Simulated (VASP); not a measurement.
# O2H2 in VASP: notebook

One molecule, O2H2, is run at these levels: rev-vdW-DF2, LDA; tasks: single point.

Everything below comes from runs of VASP 6.6.1. Logs are shortened: lines on timing, memory, paths and dates and some standing lists are left out, and cuts for length are marked.

## 1. The structure

The cell holds a molecule in a box, 4 atoms: a = 12.922 Å, b = 13.422 Å, c = 13.922 Å, α = 90.00°, β = 90.00°, γ = 90.00°.

## 2. Single point, rev-vdW-DF2

File INCAR:

```
  PREC = Accurate
  ENCUT = 400
  EDIFF = 1E-6
  ISMEAR = 0
  SIGMA = 0.01
  LREAL = F
  LASPH = T
  NELM = 60
  ALGO = Fast
  ISIF = 2
  LWAVE = F
  LCHARG = F
  GGA = MK
  LUSE_VDW = T
  AGGAC = 0.0
  PARAM1 = 0.1234
  PARAM2 = 0.711357
  ZAB_VDW = -1.8867
  ISYM = 0
```

File KPOINTS:

```
regular mesh
0
Gamma
  1 1 1
```

File POSCAR:

```
HO                                      
1.0
   12.9224456750      0.0000000000      0.0000000000
    0.0000000000     13.4224456750      0.0000000000
    0.0000000000      0.0000000000     13.9224456750
  O               H             
     2     2
Selective dynamics
Direct
     0.5001445393000026    0.5246140216000015    0.5468873717999969   F   F   F
     0.4997889838677629    0.4795039398155161    0.4499038627695345   T   T   T
     0.4987949522625432    0.4631008201905668    0.5844988928710007   T   T   T
     0.5011787431569396    0.5410030538224904    0.4122972014831529   T   T   T
```

Potentials or basis: VASP PAW PBE potentials, release 64 (O, H).

The run is started by

```
$ cat potpaw_PBE.64/O/POTCAR potpaw_PBE.64/H/POTCAR > POTCAR
$ mpirun -np 4 vasp_gam > vasp.out
```

OUTCAR:

```text
PREC = Accurate
   ENCUT = 400
   EDIFF = 1E-6
   ISMEAR = 0
   LREAL = F
   LASPH = T
   NELM = 60
   ISIF = 2
   GGA = MK
   ISYM = 0

 ion  position               nearest neighbor table
   1  0.500  0.525  0.547-   3 0.98   2 1.48
   2  0.500  0.480  0.450-   4 0.98   1 1.48
   3  0.499  0.463  0.584-   1 0.98
   4  0.501  0.541  0.412-   2 0.98

IMPORTANT INFORMATION: All symmetrisations will be switched off!
NOSYMM: (Re-)initialisation of all symmetry stuff for point group C_1.

----------------------------------------------------------------------------------------

                                     Primitive cell

  volume of cell :    2414.8597

  direct lattice vectors                    reciprocal lattice vectors
    12.922445675  0.000000000  0.000000000     0.077384732  0.000000000  0.000000000
     0.000000000 13.422445675  0.000000000     0.000000000  0.074502071  0.000000000
     0.000000000  0.000000000 13.922445675     0.000000000  0.000000000  0.071826461

  length of vectors
    12.922445675 13.422445675 13.922445675     0.077384732  0.074502071  0.071826461

  position of ions in fractional coordinates (direct lattice)
     0.500144539  0.524614022  0.546887372
     0.499788984  0.479503940  0.449903863
     0.498794952  0.463100820  0.584498893
     0.501178743  0.541003054  0.412297201

  ion indices of the primitive-cell ions
   primitive index   ion index
                 1           1
                 2           2
                 3           3
                 4           4

----------------------------------------------------------------------------------------

 KPOINTS: regular mesh

Automatic generation of k-mesh.
 Grid dimensions read from file:
 generate k-points for:    1    1    1

 Generating k-lattice:

  Cartesian coordinates                     Fractional coordinates (reciprocal lattice)
     0.077384732  0.000000000  0.000000000     1.000000000  0.000000000  0.000000000
     0.000000000  0.074502071  0.000000000     0.000000000  1.000000000  0.000000000
     0.000000000  0.000000000  0.071826461     0.000000000  0.000000000  1.000000000

  Length of vectors
     0.077384732  0.074502071  0.071826461

  Shift w.r.t. Gamma in fractional coordinates (k-lattice)
     0.000000000  0.000000000  0.000000000

 Subroutine IBZKPT returns following result:
 ===========================================

 Found      1 irreducible k-points:

 Following reciprocal coordinates:
            Coordinates               Weight
  0.000000  0.000000  0.000000      1.000000
   k-points           NKPTS =      1   k-points in BZ     NKDIM =      1   number of bands    NBANDS=     12
   number of dos      NEDOS =    301   number of ions     NIONS =      4
   total plane-waves  NPLWV = 725760
   dimension x,y,z NGX =    84 NGY =   90 NGZ =   96
   dimension x,y,z NGXF=   168 NGYF=  180 NGZF=  192
   ions per type =               2   2
   NGX,Y,Z   is equivalent  to a cutoff of  10.81, 11.15, 11.46 a.u.
   NGXF,Y,Z  is equivalent  to a cutoff of  21.61, 22.29, 22.93 a.u.
 SYSTEM =  unknown system
   PREC   = accura    normal or accurate (medium, high low for compatibility)
   ISTART =      0    job   : 0-new  1-cont  2-samecut
   ICHARG =      2    charge: 1-file 2-atom 10-const
   ISPIN  =      1    spin polarized calculation?
   LNONCOLLINEAR =      F non collinear calculations
   LSORBIT =      F    spin-orbit coupling
   LASPH  =      T    aspherical Exc in radial PAW
   ENCUT  =  400.0 eV  29.40 Ry    5.42 a.u.  21.07 21.89 22.70*2*pi/ulx,y,z
   NELM   =     60;   NELMIN=  2; NELMDL= -5     # of ELM steps
   EDIFF  = 0.1E-05   stopping-criterion for ELM
   LREAL  =      F    real-space projection
   EDIFFG = 0.1E-04   stopping-criterion for IOM
   NSW    =      0    number of steps for IOM
   IBRION =     -1    ionic relax: 0-MD 1-quasi-New 2-CG
   NFREE  =      0    steps in history (QN), initial steepest desc. (CG)
   ISIF   =      2    stress and relaxation
   ISYM   =      0    0-nonsym 1-usesym 2-fastsym
   POTIM  = 0.5000    time-step for ionic-motion
   TEBEG  =    0.0;   TEEND  =   0.0 temperature during run
   PSTRESS=    0.0 pullay stress
   NELECT =      14.0000    total number of electrons
   NUPDOWN=      -1.0000    fix difference up-down
   EMIN   =  10.00;   EMAX   =-10.00  energy-range for DOS
   EFERMI =   0.00;   METHOD = LEGACY
   ISMEAR =     0;   SIGMA  =   0.01  broadening in eV -4-tet -1-fermi 0-gaus
   EFERMI_NEDOS =   21; number of points for ismear=-14 and -15
   IALGO  =     68    algorithm
   IMIX   =      4    mixing-type and parameters
     AMIX     =   0.40;   BMIX     =  1.00
     AMIX_MAG =   1.60;   BMIX_MAG =  1.00
  volume/ion in A,a.u.               =     603.71      4074.07
  Fermi-wavevector in a.u.,A,eV,Ry     =   0.294094  0.555758  1.176789  0.086492
  Thomas-Fermi vector in A             =   1.156371
   LORBIT       =      0    0 simple, 1 ext, 2 COOP (PROOUT), +10 PAW based schemes
   GGA     = MK    functional components
   LHFCALC =     F    Hartree Fock is set to
   AEXX    =    0.0000 exact exchange contribution
   IVDW_NL    =     1    kernel type
   BPARAM     = 6.3000
   IVDW    =     0    specifies the selected vdW correction
   LEPSILON=     F    determine dielectric tensor
   LRPA    =     F    only Hartree local field effects (RPA)
 non-spin polarized calculation
 RMM-DIIS sequential band-by-band and
 Gauss-broadening in eV      SIGMA  =   0.01
  energy-cutoff  :      400.00
  volume of cell :     2414.86
 maximum number of plane-waves:     21919
   NGX = 43   NGY = 43   NGZ = 45

 number of electron      14.0000020 magnetization

 Free energy of the ion-electron system (eV)
  ---------------------------------------------------
  ext. energy  EPLUGINS =         0.00000000
  ---------------------------------------------------
  free energy    TOTEN  =       -14.93058294 eV

  energy without entropy =      -14.93058294  energy(sigma->0) =      -14.93058294

 E-fermi :  -5.8142     XC(G=0):  -0.5576

 val. band max:       -5.8816380007   @ k =   0.0000   0.0000   0.0000
 cond. band min:      -1.8801351252   @ k =   0.0000   0.0000   0.0000
 fundamental gap:      4.0015028755
 Fermi energy:        -5.8142355749

 k-point     1 :       0.0000    0.0000    0.0000
  band No.  band energies     occupation
      1     -27.9133      2.00000
      2     -22.5790      2.00000
      3     -12.8753      2.00000
      4     -12.5041      2.00000
      5      -9.4940      2.00000
      6      -9.0014      2.00000
      7      -5.8816      2.00000
      8      -1.8801      0.00000
      9      -1.0581      0.00000
     10      -0.0776      0.00000
     11       0.0110      0.00000
     12       0.4340      0.00000

------------------------ aborting loop because EDIFF is reached ----------------------------------------

  FORCE on cell =-STRESS in cart. coord.  units (eV):
  Direction    XX          YY          ZZ          XY          YZ          ZX
  --------------------------------------------------------------------------------------
  -------------------------------------------------------------------------------------
  Total       -1.9673734     -1.4617402     -1.0979786      0.0086926      0.0349235     -0.0035263
  in kB       -1.3052854     -0.9698149     -0.7284715      0.0057672      0.0231705     -0.0023396
  external PRESSURE =      -1.0011906 kB  Pullay stress =       0.0000000 kB

 VOLUME and BASIS-vectors are now :
 -----------------------------------------------------------------------------
  energy-cutoff  :      400.00
  volume of cell :     2414.86
      direct lattice vectors                 reciprocal lattice vectors
    12.922445675  0.000000000  0.000000000     0.077384732  0.000000000  0.000000000
     0.000000000 13.422445675  0.000000000     0.000000000  0.074502071  0.000000000
     0.000000000  0.000000000 13.922445675     0.000000000  0.000000000  0.071826461

 POSITION                                       TOTAL-FORCE (eV/Angst)
 -----------------------------------------------------------------------------------
      6.46309      7.04160      7.61401         0.000775      0.056031      0.023057
      6.45850      6.43612      6.26376        -0.001057     -0.063507     -0.018446
      6.44565      6.21595      8.13765        -0.001395     -0.050698      0.054378
      6.47646      7.26158      5.74019         0.001676      0.058175     -0.058988
 -----------------------------------------------------------------------------------
    total drift:                                0.000195      0.000158     -0.000420

  FREE ENERGIE OF THE ION-ELECTRON SYSTEM (eV)
  ---------------------------------------------------
  free  energy   TOTEN  =       -14.9305829439 eV

  energy  without entropy=      -14.9305829439  energy(sigma->0) =      -14.93058294

Total vdW correction in eV:      3.1489825
```

OSZICAR:

```text
N       E                     dE             d eps       ncg     rms          rms(c)
DAV:   1     0.173607788814E+03    0.17361E+03   -0.26309E+03    32   0.503E+02
DAV:   2     0.711008147847E+02   -0.10251E+03   -0.97963E+02    40   0.923E+01
DAV:   3    -0.819276459903E+01   -0.79294E+02   -0.78151E+02    48   0.111E+02
[... 17 lines left out ...]
RMM:  21    -0.149305689435E+02   -0.64169E-05   -0.55724E-07    27   0.497E-03    0.884E-04
RMM:  22    -0.149305783900E+02   -0.94465E-05   -0.49148E-07    27   0.528E-03    0.103E-04
RMM:  23    -0.149305796657E+02   -0.12757E-05   -0.15054E-07    27   0.258E-03    0.267E-04
RMM:  24    -0.149305823501E+02   -0.26844E-05   -0.65869E-08    25   0.226E-03    0.322E-05
RMM:  25    -0.149305829439E+02   -0.59381E-06   -0.18371E-08    23   0.139E-03
   1 F= -.14930583E+02 E0= -.14930583E+02  d E =-.104966E-21
```

Wall time 5.2 min (4 MPI ranks of Intel Xeon 6975P-C (Granite Rapids), shared host); peak memory 1.3 GiB.

What came out:

| Property | Result |
| --- | --- |
| Free energy | -14.9306 eV |
| Largest force | 0.083 eV/Å |
| Gap between the frontier levels | 4.00 eV |

Forces on the atoms (eV/Å):
```
O    0.001  0.056  0.023
O   -0.001 -0.064 -0.018
H   -0.001 -0.051  0.054
H    0.002  0.058 -0.059
```

Caveat: the cutoff is under 1.25 times the usual one of these potentials, so pressure, stress and relaxed cells hold a basis-set (Pulay) error; the PAW data sets were made with another functional, which shifts forces and pressure a little.

## 3. Single point, LDA

File INCAR:

```
  PREC = Accurate
  ENCUT = 400
  EDIFF = 1E-6
  ISMEAR = 0
  SIGMA = 0.01
  LREAL = F
  LASPH = T
  NELM = 60
  ALGO = Fast
  ISIF = 2
  LWAVE = F
  LCHARG = F
  ISYM = 0
```

KPOINTS is that of step 2.

POSCAR is that of step 2.

Potentials or basis: VASP PAW LDA potentials, release 64 (O, H).

The run is started by

```
$ cat potpaw_LDA.64/O/POTCAR potpaw_LDA.64/H/POTCAR > POTCAR
$ mpirun -np 4 vasp_gam > vasp.out
```

Run time: 11 s. Hardware: 4 MPI ranks of Intel Xeon 6975P-C (Granite Rapids), shared host; peak memory 0.4 GiB.

Results (log left out):

| Item | Value |
| --- | --- |
| Free energy | -19.2671 eV |
| Largest force | 0.796 eV/Å |
| Gap between the frontier levels | 3.92 eV |

Forces in eV/Å, atoms in the order of the input:
```
O    0.000 -0.181 -0.772
O   -0.001  0.173  0.777
H   -0.003 -0.121  0.060
H    0.003  0.128 -0.065
```

Levels at points of the mesh, in eV from the valence-band top:
| k point | band 4 | band 5 | band 6 | band 7 | band 8 | band 9 | band 10 | band 11 |
| --- | --- | --- | --- | --- | --- | --- | --- | --- |
| (0.00, 0.00, 0.00) | -6.64 | -3.69 | -3.11 | 0.00 | 3.92 | 5.10 | 6.07 | 6.07 |

Caveat: the cutoff is under 1.25 times the usual one of these potentials, so pressure, stress and relaxed cells hold a basis-set (Pulay) error.
